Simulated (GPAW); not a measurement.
A run of GPAW 26.7.0 is set up as follows.

Contents of run.py:

```python
import numpy as np
import spglib
from ase import Atoms
from ase.dft.bandgap import bandgap
from ase.io import read, write
from gpaw import GPAW, PW
from gpaw.response.df import DielectricFunction

atoms = read('CdTe.cif')
cell, positions, numbers = spglib.find_primitive(
    (atoms.cell[:], atoms.get_scaled_positions(), atoms.numbers), symprec=1e-4)
atoms = Atoms(numbers, cell=cell, scaled_positions=positions, pbc=True)

calc = GPAW(mode=PW(450),
            xc='PBE',
            kpts={'size': (6, 6, 6), 'gamma': True},
            occupations={'name': 'fermi-dirac', 'width': 0.001},
            nbands=18,
            convergence={'density': 1e-06},
            maxiter=150,
            txt='gpaw.txt')
atoms.calc = calc
energy = atoms.get_potential_energy()
calc.write('gs.gpw')
write('result.traj', atoms)
print(f'Energy: {energy:.6f} eV')
print('Fermi level:', round(calc.get_fermi_level(), 4), 'eV')
print(f'Gap: {bandgap(calc)[0]:.4f} eV, direct: {bandgap(calc, direct=True)[0]:.4f} eV')

for size in [(13, 13, 13), (18, 18, 18)]:
    name = 'x'.join(str(n) for n in size)
    dense = calc.fixed_density(kpts={'size': size, 'gamma': True},
                               nbands=31, convergence={'bands': 25},
                               update_fermi_level=True, txt=f'dense-{name}.txt')
    dense.write(f'{name}.gpw', mode='all')
    df = DielectricFunction(f'{name}.gpw', frequencies=np.array([0.0]), hilbert=False, eta=0.001,
                            ecut=80, nbands=25, intraband=False, txt=f'df-{name}.txt')
    for xc in ['RPA', 'LR0.1', 'LR0.3']:
        for direction in ['x', 'y', 'z', [0, 1, 1], [1, 0, 1], [1, 1, 0]]:
            e0, e = df.get_macroscopic_dielectric_constant(xc=xc, direction=direction)
            print(f'{name} {xc} {direction}: {e0:.4f} without, {e:.4f} with local fields')
```

File CdTe.cif:

```cif
data_CdTe
_cell_length_a 6.41000000
_cell_length_b 6.41000000
_cell_length_c 6.41000000
_cell_angle_alpha 90.00000000
_cell_angle_beta 90.00000000
_cell_angle_gamma 90.00000000
_space_group_name_H-M_alt 'F-43m'
_space_group_name_Hall 'F -4 2 3'
_space_group_IT_number 216
loop_
_space_group_symop_operation_xyz
'x,y,z'
'y,-x,-z'
'-x,-y,z'
'-y,x,-z'
'x,-y,-z'
'y,x,z'
'-x,y,-z'
'-y,-x,z'
'z,x,y'
'-z,y,-x'
'z,-x,-y'
'-z,-y,x'
'-z,x,-y'
'z,y,x'
'-z,-x,y'
'z,-y,-x'
'y,z,x'
'-x,-z,y'
'-y,z,-x'
'x,-z,-y'
'-y,-z,x'
'x,z,y'
'y,-z,-x'
'-x,z,-y'
'x,y+1/2,z+1/2'
'y,-x+1/2,-z+1/2'
'-x,-y+1/2,z+1/2'
'-y,x+1/2,-z+1/2'
'x,-y+1/2,-z+1/2'
'y,x+1/2,z+1/2'
'-x,y+1/2,-z+1/2'
'-y,-x+1/2,z+1/2'
'z,x+1/2,y+1/2'
'-z,y+1/2,-x+1/2'
'z,-x+1/2,-y+1/2'
'-z,-y+1/2,x+1/2'
'-z,x+1/2,-y+1/2'
'z,y+1/2,x+1/2'
'-z,-x+1/2,y+1/2'
'z,-y+1/2,-x+1/2'
'y,z+1/2,x+1/2'
'-x,-z+1/2,y+1/2'
'-y,z+1/2,-x+1/2'
'x,-z+1/2,-y+1/2'
'-y,-z+1/2,x+1/2'
'x,z+1/2,y+1/2'
'y,-z+1/2,-x+1/2'
'-x,z+1/2,-y+1/2'
'x+1/2,y,z+1/2'
'y+1/2,-x,-z+1/2'
'-x+1/2,-y,z+1/2'
'-y+1/2,x,-z+1/2'
'x+1/2,-y,-z+1/2'
'y+1/2,x,z+1/2'
'-x+1/2,y,-z+1/2'
'-y+1/2,-x,z+1/2'
'z+1/2,x,y+1/2'
'-z+1/2,y,-x+1/2'
'z+1/2,-x,-y+1/2'
'-z+1/2,-y,x+1/2'
'-z+1/2,x,-y+1/2'
'z+1/2,y,x+1/2'
'-z+1/2,-x,y+1/2'
'z+1/2,-y,-x+1/2'
'y+1/2,z,x+1/2'
'-x+1/2,-z,y+1/2'
'-y+1/2,z,-x+1/2'
'x+1/2,-z,-y+1/2'
'-y+1/2,-z,x+1/2'
'x+1/2,z,y+1/2'
'y+1/2,-z,-x+1/2'
'-x+1/2,z,-y+1/2'
'x+1/2,y+1/2,z'
'y+1/2,-x+1/2,-z'
'-x+1/2,-y+1/2,z'
'-y+1/2,x+1/2,-z'
'x+1/2,-y+1/2,-z'
'y+1/2,x+1/2,z'
'-x+1/2,y+1/2,-z'
'-y+1/2,-x+1/2,z'
'z+1/2,x+1/2,y'
'-z+1/2,y+1/2,-x'
'z+1/2,-x+1/2,-y'
'-z+1/2,-y+1/2,x'
'-z+1/2,x+1/2,-y'
'z+1/2,y+1/2,x'
'-z+1/2,-x+1/2,y'
'z+1/2,-y+1/2,-x'
'y+1/2,z+1/2,x'
'-x+1/2,-z+1/2,y'
'-y+1/2,z+1/2,-x'
'x+1/2,-z+1/2,-y'
'-y+1/2,-z+1/2,x'
'x+1/2,z+1/2,y'
'y+1/2,-z+1/2,-x'
'-x+1/2,z+1/2,-y'
loop_
_atom_site_label
_atom_site_type_symbol
_atom_site_symmetry_multiplicity
_atom_site_Wyckoff_symbol
_atom_site_fract_x
_atom_site_fract_y
_atom_site_fract_z
_atom_site_occupancy
Te1 Te 4 c 0.2500000000 0.2500000000 0.2500000000 1
Cd1 Cd 4 a 0.0000000000 0.0000000000 0.0000000000 1
```

Potentials or basis: GPAW PAW data sets (gpaw-data 1.2.1), pw.

Run with:

```console
$ OMP_NUM_THREADS=1 python run.py
```

Task: Estimate the electronic dielectric tensor (diagonal).

Result: 7.82.

Task: What does it give for the band gap on the k mesh?

Result: 0.87 eV, direct.

Electronic dielectric tensor:
```
7.82 0.00 0.00
0.00 7.82 0.00
0.00 0.00 7.82
```

Caveat: the long-wavelength limit can be off by several per cent where d states take part; spin-orbit coupling is left out, which moves the levels of the heavy elements.

**The experiment to reproduce.**

A printed reference work, data compilation reports, for a bulk crystal of CdTe at 0 K: band gap 1.607 eV.

Measured gap of CdTe: 1.607 eV (0 K; a printed reference work, data compilation). This calculation gives 0.87 eV (-0.74 eV). Spin-orbit coupling on Cd, Te is left out. The value is that of PBE on a finite k mesh, which can miss the band edges, without temperature or zero-point motion. Semilocal functionals fall short of measured gaps as a rule.
